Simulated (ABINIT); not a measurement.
A run of ABINIT 10.8.3 (patched build) is set up as follows.

File run.abi:

```
# Datasets: one volume each
ndtset 7
getwfk -1
scalecart1 3*0.9795861087
scalecart2 3*0.9864848297
scalecart3 3*0.9932883884
scalecart4 3*1.0000000000
scalecart5 3*1.0066227096
scalecart6 3*1.0131594038
scalecart7 3*1.0196128224

# Pseudopotentials
pp_dirpath "./"
pseudos "Zn.GGA_PBE-JTH.xml, S.GGA_PBE-JTH.xml"

# Structure
acell 3*1.0 Angstrom
rprim
     0.0000000000     2.7020000000     2.7020000000
     2.7020000000     0.0000000000     2.7020000000
     2.7020000000     2.7020000000     0.0000000000
ntypat 2
znucl 30 16
natom 2
typat 1 2
xred
     0.7500000000     0.7500000000     0.7500000000
     0.0000000000     0.0000000000     0.0000000000

# Plane-wave basis
ecut 544.227725 eV
pawecutdg 40.0

# k points
kptopt 1
ngkpt 9 9 9
nshiftk 1
shiftk 0.0 0.0 0.0

# Exchange and correlation
ixc 11
vdw_xc 5

# Bands and occupations
nband 13
occopt 3
tsmear 0.00183747

# SCF cycle
nstep 100
tolvrs 1.0e-9

# Output
iomode 3
prtwf 1
prtden 0
prteig 0
prtebands 0
enunit 1
```

Potentials or basis: JTH PAW PBE v2.0.

Launch:

```sh
$ abinit run.abi > log 2>&1
```

Task: Predict the equilibrium volume.

Result: 19.30 Å³/atom.

Task: What does it give for the pressure derivative of the bulk modulus?

Result: 4.7.

Task: Estimate the bulk modulus.

Result: 76 GPa.

Energy against volume, from the lowest point:
| volume (Å³/atom) | energy (meV/atom) |
| --- | --- |
| 18.543 | 7.66 |
| 18.938 | 1.68 |
| 19.332 | 0.00 |
| 19.727 | 2.11 |
| 20.121 | 7.67 |
| 20.516 | 16.21 |
| 20.910 | 27.45 |

Caveat: the cutoff is too short for stress, so the log's stress isn't used; pressures at fixed basis lie under the slope of the energies.

**Measured values to compare with.**

From “Electronic, vibrational, and thermodynamic properties of ZnS (zincblende and rocksalt structure)”, 2009, arxiv:0911.5022, for a bulk crystal of ZnS: bulk modulus 76.9 GPa.

Measured bulk modulus of ZnS: 76.9 GPa (quoted in “Electronic, vibrational, and thermodynamic properties of ZnS (zincblende and rocksalt structure)”, 2009, arxiv:0911.5022). This calculation gives 76 GPa (-0.6 %). The fit is for a static lattice scaled at fixed shape and fixed fractional positions.
